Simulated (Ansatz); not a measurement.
## Stress against strain in Hf

```
CELL_PARAMETERS angstrom
3.19670 0.00000 0.00000
-1.59835 2.76842 0.00000
0.00000 0.00000 5.05780
ATOMIC_POSITIONS crystal
Hf 0.33333 0.66667 0.25000
Hf 0.66667 0.33333 0.75000
```

Atom numbers follow the list: Hf1, Hf2.

The cell is COD entry 9008501, as deposited and not checked against the literature; nothing was relaxed.

Spin–orbit coupling is left out, though it moves levels of the heavy atoms by tenths of an eV or more.

The calculation used Ansatz 0.2.0, DFT, PBE, all-electron LAPW, scalar-relativistic.

The runs use a Γ-centred 13×13×7 k mesh, Fermi–Dirac smearing of 0.05 eV, basis error target 0.5 meV/atom, no spin polarisation.

The strain is applied along the Cartesian axes of the cell as listed (the other components stay zero). Fractional coordinates are held (clamped ions).

σ is the change of stress from the unstrained cell, which is at 0.80 GPa; tension is positive, so slopes are stress–strain coefficients at that pressure. In a metal the k mesh adds noise.

Only quantities that a quadratic follows smoothly over the whole series are listed; rougher ones are left out.

```tsv
εzz	σzz (GPa)	σxx (GPa)
-0.0300	-6.76	-2.23
-0.0200	-4.40	-1.45
-0.0100	-2.12	-0.71
0.0000	0.00	0.00
0.0200	3.79	1.33
0.0300	5.52	1.95
```

**Question.** Fit the series and read off the stiffness at zero strain.

**Answer.** Least-squares fits y = p0 + p1 x + p2 x² to the rows give σzz (GPa): p1 = 205, p2 = -680; σxx (GPa): p1 = 69.6, p2 = -160. So C33 = 205 GPa and C13 = 70 GPa, for these axes.

**Question.** One run, at εzz = 0.0100, is withheld. Predict its row.

**Answer.** The fits give 1.97, 0.68; the run gave 1.96, 0.68.
